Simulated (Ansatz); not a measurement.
Method: PBEsol, scalar-relativistic; collinear spin; PAW, 420 eV, 10×10×10 k-mesh, Gaussian smearing of 0.05 eV; code Ansatz; PAW files: Ansatz's generated set soft_2.

A crystal of composition XO, relaxed at this level of theory, gives this pattern between 10° and 80°.

Cu Kα1 powder pattern (kinematic, no thermal factors).
```json
{"2θ (°)": "31.16", "relative intensity": "100"}
{"2θ (°)": "36.13", "relative intensity": "79"}
{"2θ (°)": "52.03", "relative intensity": "54"}
{"2θ (°)": "61.90", "relative intensity": "45"}
{"2θ (°)": "64.98", "relative intensity": "18"}
{"2θ (°)": "76.67", "relative intensity": "8"}
```

Q: Which lattice and cell does the pattern come from?

A: Cubic, space group Fm-3m (No. 225), a = 4.968 Å, b = 4.968 Å, c = 4.968 Å, α = 90.00°, β = 90.00°, γ = 90.00°. The line positions fix the lattice at most, not the space group, and lines under 1 % of the strongest aren't listed; this is the group of the computed cell.

A compound XO has these computed properties.

```yaml
Band_gap: zero (metallic)
Density_of_states_at_the_Fermi_level: about 0.5 states/(eV·atom)
Magnetic_state: ferromagnetic (the only order tried)
Site_spin_moments: X 6.52; O -0.08 μB
Spin_moment_of_the_cell: 6.91 μB
f_electrons_orthogonalised_atomic_orbitals: X 6.77
Formation_energy_from_the_elements_0_K_uncorrected: -2.94 eV/atom
Bulk_modulus_Birch–Murnaghan: 111 GPa
```

Sites: X on 4b, O on 4a.

Q: Which element is X?
A. Pm
B. Gd
C. Tb
D. Eu

A: D. X is Eu, so the compound is EuO.

The start was a prototype's sites filled with these elements; the Crystallography Open Database holds the compound in this structure.

Without a U the 4f levels of Eu lie too near the Fermi level, so their share of the states there, and what hangs on it, is overstated. These numbers lack spin–orbit coupling. Site moments are of spin, integrated over atomic spheres. No antiparallel order was tried. The relaxed cell is 10 % smaller in volume than the cell of this structure in the Crystallography Open Database (17.01 Å³/atom, 1963).
